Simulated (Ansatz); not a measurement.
# WC: the cost of one run

Program: Ansatz 0.2.0. Level of theory: DFT PBE, plane waves, PAW, scalar-relativistic, no spin polarisation. These are calculated values, not measurements.

**1. The structure to begin with**

The cell holds 16 atoms (C8W8): a = 5.987 Å, b = 5.185 Å, c = 5.876 Å, α = 90.00°, β = 90.00°, γ = 90.00°.

Structure file:

```xyz
16
Lattice="-2.9936 -5.1851 0.0000 4.4905 -2.5926 0.0000 0.0000 0.0000 5.8759" Properties=species:S:1:pos:R:3 pbc="T T T"
W     0.0000   -5.1851    0.0000
C     1.4968   -4.3209    1.4690
W     0.0000   -5.1851    2.9379
C     1.4968   -4.3209    4.4069
W    -1.4968   -2.5926    0.0000
C     0.0000   -1.7284    1.4690
W    -1.4968   -2.5926    2.9379
C     0.0000   -1.7284    4.4069
W     1.4968   -2.5926    0.0000
C     2.9936   -1.7284    1.4690
W     1.4968   -2.5926    2.9379
C     2.9936   -1.7284    4.4069
W     0.0000    0.0000    0.0000
C    -1.4968   -4.3209    1.4690
W     0.0000    0.0000    2.9379
C    -1.4968   -4.3209    4.4069
```

**2. Run 1**

150 steps of 0.75 fs under a Langevin thermostat at 4200 K.

File input.yaml:

```yaml
crystal:
  lattice:
    - [-2.993637, -5.185131, 0.0]
    - [4.490455, -2.592565, 0.0]
    - [0.0, 0.0, 5.875883]
  atoms:
    - { symbol: W, position: [0.75, 0.5, 0.0] }
    - { symbol: C, position: [0.5, 0.6666667, 0.25] }
    - { symbol: W, position: [0.75, 0.5, 0.5] }
    - { symbol: C, position: [0.5, 0.6666667, 0.75] }
    - { symbol: W, position: [0.5, 0.0, 0.0] }
    - { symbol: C, position: [0.25, 0.1666667, 0.25] }
    - { symbol: W, position: [0.5, 0.0, 0.5] }
    - { symbol: C, position: [0.25, 0.1666667, 0.75] }
    - { symbol: W, position: [0.25, 0.5, 0.0] }
    - { symbol: C, position: [0.0, 0.6666667, 0.25] }
    - { symbol: W, position: [0.25, 0.5, 0.5] }
    - { symbol: C, position: [0.0, 0.6666667, 0.75] }
    - { symbol: W, position: [0.0, 0.0, 0.0] }
    - { symbol: C, position: [0.75, 0.1666667, 0.25] }
    - { symbol: W, position: [0.0, 0.0, 0.5] }
    - { symbol: C, position: [0.75, 0.1666667, 0.75] }
basis:
  ecutwfc: 420.0
kpoints:
  mp_grid: { grid: [3, 3, 3] }
hamiltonian:
  xc: pbe
  pseudopotentials: { kind: paw, azcp: { folder: soft_1 } }
scf:
  occupations: { method: fermi_dirac, width: 0.36 }
  lower_state_search: "off"
md:
  timestep: 0.75
  n_steps: 150
  ensemble: nvt_langevin
  temperature: 4200.0
  initial_velocities: maxwell_boltzmann
  seed: 122565
  friction: 0.02
```

On the command line:

```console
> ansatz run input.yaml --threads 2 --pin off --max-ram 5120MiB --backend cpu --events-out ev --progress --plain --runs-dir out
```

**Question.** How long does this run take on 2 threads of Arm Neoverse V1, shared host, and how much memory does it need?

About 27 min, with a peak of 0.83 GiB.
